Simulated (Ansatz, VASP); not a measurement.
Given: the input of a run of VASP 6.6.1 on GaAs. 

INCAR

```
PREC = Accurate
ENCUT = 600
EDIFF = 1E-6
ISMEAR = -1
SIGMA = 0.05
LREAL = F
LASPH = T
NELM = 80
ALGO = Normal
ISIF = 3
LWAVE = F
LCHARG = F
GGA = RE
IVDW = 12
IBRION = 2
NSW = 40
EDIFFG = -0.02
```

File KPOINTS:

```
regular mesh
0
Gamma
  8 8 8
```

File POSCAR:

```
GaAs
1.0
    0.0000000000      2.8268500000      2.8268500000
    2.8268500000      0.0000000000      2.8268500000
    2.8268500000      2.8268500000      0.0000000000
As Ga
1 1
Direct
    0.7500000000      0.7500000000      0.7500000000
    0.0000000000      0.0000000000      0.0000000000
```

Potentials or basis: VASP PAW PBE potentials, release 64 (As, Ga_d).

The run is started by

```console
$ cat potpaw_PBE.64/As/POTCAR potpaw_PBE.64/Ga_d/POTCAR > POTCAR
$ mpirun -np 1 vasp_std > vasp.out
```

**Question.** What does the same run look like in Ansatz 0.2.0? Potentials or basis there: all-electron LAPW, scalar-relativistic.

**Answer.** As run (cutoffs and basis follow the program's own potentials, and thresholds, step limits or extra output files can differ):

input.yaml

```yaml
crystal:
  lattice:
    - [0.0, 2.82685, 2.82685]
    - [2.82685, 0.0, 2.82685]
    - [2.82685, 2.82685, 0.0]
  atoms:
    - { symbol: As, position: [0.75, 0.75, 0.75] }
    - { symbol: Ga, position: [0.0, 0.0, 0.0] }
kpoints:
  mp_grid: { grid: [8, 8, 8] }
scf:
  occupations: { method: fermi_dirac, width: 0.05 }
hamiltonian:
  xc: revpbe
  dispersion: d3bj
  pseudopotentials: { kind: all_electron, lapw: { basis_error: 0.001 } }
output:
  forces: true
  stress: true
relax:
  f_tol: 0.02
  max_steps: 60
  cell: {}
```

Potentials or basis: all-electron LAPW, scalar-relativistic.

Command:

```sh
$ ansatz run input.yaml --threads 1 --pin off --max-ram 3072MiB --backend cpu --events-out ev --progress --plain --runs-dir out
```

Both were run:

|  | VASP | Ansatz |
| --- | --- | --- |
| Relaxed volume | 22.59 Å³/atom | 22.55 Å³/atom |
| Relaxed cell | a = 3.998 Å, b = 3.998 Å, c = 3.998 Å, α = 60.00°, β = 60.00°, γ = 60.00° | a = 3.995 Å, b = 3.995 Å, c = 3.995 Å, α = 60.00°, β = 60.00°, γ = 60.00° |
| Space group after relaxing | F-43m (No. 216) | F-43m (No. 216) |
| Pressure after relaxing | 0.0 GPa | 0.0 GPa |

VASP's potentials were made for PBE.

Where Ansatz's input types no cutoff or centring, it takes its own default and a Γ-centred mesh.

Pressure is positive in compression.
